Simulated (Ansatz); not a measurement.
**Ag (omega type) under strong compression**

```xyz
3
Lattice="4.7279 0.0000 0.0000 -2.3639 4.0945 0.0000 0.0000 0.0000 2.8276" Properties=species:S:1:pos:R:3 pbc="T T T"
Ag    0.0000    0.0000    0.0000
Ag    0.0000    2.7296    1.4138
Ag    2.3639    1.3648    1.4138
```

The cell comes from a relaxation on PAW files under the same functional, begun from a prototype that needn't be the stable phase.

Its volume is scaled, and at each volume shape and atoms are relaxed on PAW files; all methods then take that cell.

Computed with Ansatz 0.2.0; functional PBE, scalar-relativistic. Settings: a Γ-centred 8×8×11 k mesh, Fermi–Dirac smearing of 0.05 eV, no spin polarisation. Methods: LAPW: all electrons, basis error target 1 meV/atom; PAW: frozen-core files, cutoff 420 eV; crystal datasets: all electrons, by PAW datasets that the program makes for each cell; norm-conserving: pseudopotentials, cutoff 960 eV; PAW (partial waves polarizable): frozen-core files, cutoff 420 eV.

Energies are extrapolated to zero smearing and count from the unscaled cell; pressure is positive in compression; gaps take the mesh and a band path. No temperature or zero-point motion is included.

```
V/V0  V (Å³/atom)  P LAPW (GPa)  ΔE LAPW (eV/atom)  P PAW − LAPW (GPa)  ΔE PAW − LAPW (meV/atom)  space group  shortest distance (Å)
1.00        18.25         -0.01              0.000                0.01                       0.0       P6/mmm                  2.730
0.92        16.79          9.16              0.038                0.02                       0.1       P6/mmm                  2.655
0.76        13.87          51.6              0.523                0.05                       0.8       P6/mmm                  2.491
0.68        12.41          99.1              1.189                0.06                       1.3       P6/mmm                  2.400
0.45         8.21         620.9              8.539                0.06                       2.9       P6/mmm                      ?
```

(1) Give the missing entry: row "0.45", column "shortest distance (Å)".

(2) Fit the Vinet equation to the LAPW pressures over the whole range, with residuals weighted by 1/(|P| + 0.03·Pmax).

(3) At the smallest volume, how far do crystal datasets and norm-conserving and PAW (partial waves polarizable) lie from LAPW in pressure?

(4) How do the Löwdin populations by LAPW change from the unscaled cell to the last row?

Answers

(1) 2.092.

(2) V0 = 18.26 Å³/atom, B0 = 81.9 GPa and B0′ = 6.26, and the fit misses no point by more than 1.3 GPa. A fit over so wide a range pins B0 less well than one near rest.

(3) crystal datasets: 0.00 GPa; norm-conserving: +0.90 GPa; PAW (partial waves polarizable): +0.05 GPa, on a LAPW pressure of 620.9 GPa.

(4) Ag 4s 1.99 → 1.95, Ag 4d 9.88 → 9.84 electrons an atom. These are projections on the shells that the free atoms fill; 0.33 e a cell lies outside them at the start and 0.49 e at the end.
